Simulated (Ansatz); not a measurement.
# Si: the cost of one run

Program: Ansatz 0.2.0. Level of theory: DFT PBE, scalar-relativistic, plane waves, PAW. These are calculated values, not measurements.

1 further run of the same task is left out (set aside as unsound or not needed).

## 1. The structure to begin with

The structure is hexagonal, space group P6_3/mmc (No. 194). Conventional cell: a = 3.851 Å, b = 3.851 Å, c = 6.365 Å, α = 90.00°, β = 90.00°, γ = 120.00°. Around Si (site symmetry 3m) lie 4 Si at 2.36 to 2.38 Å.

Coordinates:

```cif
data_structure
_symmetry_space_group_name_H-M 'P 1'
_symmetry_Int_Tables_number 1
_cell_length_a 3.8513
_cell_length_b 3.8513
_cell_length_c 6.3650
_cell_angle_alpha 90.000
_cell_angle_beta 90.000
_cell_angle_gamma 120.000
_cell_volume 81.76
loop_
_atom_site_label
_atom_site_type_symbol
_atom_site_fract_x
_atom_site_fract_y
_atom_site_fract_z
_atom_site_occupancy
Si1 Si 0.33333 0.66667 0.06293 1
Si2 Si 0.66667 0.33333 0.56293 1
Si3 Si 0.33333 0.66667 0.43707 1
Si4 Si 0.66667 0.33333 0.93707 1
```

It goes back to an entry of the Materials Project, which need not be the stable form.

This cell was relaxed beforehand with the same method: volume 20.44 Å³/atom, gap on the mesh 0.45 eV.

## 2. Relaxing the first end

The supercell's rows are -1 -2 1; 1 2 1; -2 0 -1 in vectors of the relaxed cell. Atom 33 is the Si that will move.

input.yaml reads:

```yaml
crystal:
  lattice:
    - [1.0e-10, -6.6706137337, 6.3650227274]
    - [-1.0e-10, 6.6706137337, 6.3650227274]
    - [-7.7025612697, -1.0e-10, -6.3650227274]
  atoms:
    - { symbol: Si, position: [0.4897988035, 0.3231321368, 0.75] }
    - { symbol: Si, position: [0.7397988035, 0.5731321368, 0.25] }
    - { symbol: Si, position: [0.1147988035, 0.4481321368, 0.5] }
    - { symbol: Si, position: [0.6147988035, 0.9481321368, 0.5] }
    - { symbol: Si, position: [0.9897988035, 0.8231321368, 0.75] }
    - { symbol: Si, position: [0.8647988035, 0.1981321368, 0.0] }
    - { symbol: Si, position: [0.3647988035, 0.6981321368, 0.0] }
    - { symbol: Si, position: [0.2397988035, 0.0731321368, 0.25] }
    - { symbol: Si, position: [0.6981321368, 0.3647988035, 0.5] }
    - { symbol: Si, position: [0.9481321368, 0.6147988035, 0.0] }
    - { symbol: Si, position: [0.3231321368, 0.4897988035, 0.25] }
    - { symbol: Si, position: [0.8231321368, 0.9897988035, 0.25] }
    - { symbol: Si, position: [0.1981321368, 0.8647988035, 0.5] }
    - { symbol: Si, position: [0.0731321368, 0.2397988035, 0.75] }
    - { symbol: Si, position: [0.5731321368, 0.7397988035, 0.75] }
    - { symbol: Si, position: [0.4481321368, 0.1147988035, 0.0] }
    - { symbol: Si, position: [0.6768678632, 0.5102011965, 0.75] }
    - { symbol: Si, position: [0.9268678632, 0.7602011965, 0.25] }
    - { symbol: Si, position: [0.3018678632, 0.6352011965, 0.5] }
    - { symbol: Si, position: [0.8018678632, 0.1352011965, 0.5] }
    - { symbol: Si, position: [0.1768678632, 0.0102011965, 0.75] }
    - { symbol: Si, position: [0.0518678632, 0.3852011965, 0.0] }
    - { symbol: Si, position: [0.5518678632, 0.8852011965, 0.0] }
    - { symbol: Si, position: [0.4268678632, 0.2602011965, 0.25] }
    - { symbol: Si, position: [0.8852011965, 0.5518678632, 0.5] }
    - { symbol: Si, position: [0.1352011965, 0.8018678632, 0.0] }
    - { symbol: Si, position: [0.5102011965, 0.6768678632, 0.25] }
    - { symbol: Si, position: [0.0102011965, 0.1768678632, 0.25] }
    - { symbol: Si, position: [0.3852011965, 0.0518678632, 0.5] }
    - { symbol: Si, position: [0.2602011965, 0.4268678632, 0.75] }
    - { symbol: Si, position: [0.7602011965, 0.9268678632, 0.75] }
    - { symbol: Si, position: [0.6352011965, 0.3018678632, 0.0] }
    - { symbol: Si, position: [-0.0014664043, -0.0089102774, -0.010367255] }
basis:
  ecutwfc: 420
  xc_grid: 2
kpoints:
  mp_grid: { grid: [2, 2, 2], shift: [0.5, 0.5, 0.5] }
hamiltonian:
  xc: pbe
scf:
  occupations: { method: gaussian, width: 0.02 }
output:
  forces: true
  stress: false
  eigenvalues: true
  write_density: true
  write_potential: true
  elf: true
  volumetric_format: npy
relax:
  adjacent_minimum: "off"
  f_tol: 0.02
  max_steps: 60
```

Run with:

```console
ansatz run input.yaml --threads 4 --pin off --max-ram 8192MiB --backend cpu --events-out ev --progress --plain --runs-dir out
```

**Question.** How long does this run take on 4 threads of Arm Neoverse V2, shared host, and how much memory does it need?

About 2.8 min, with a peak of 1.5 GiB.
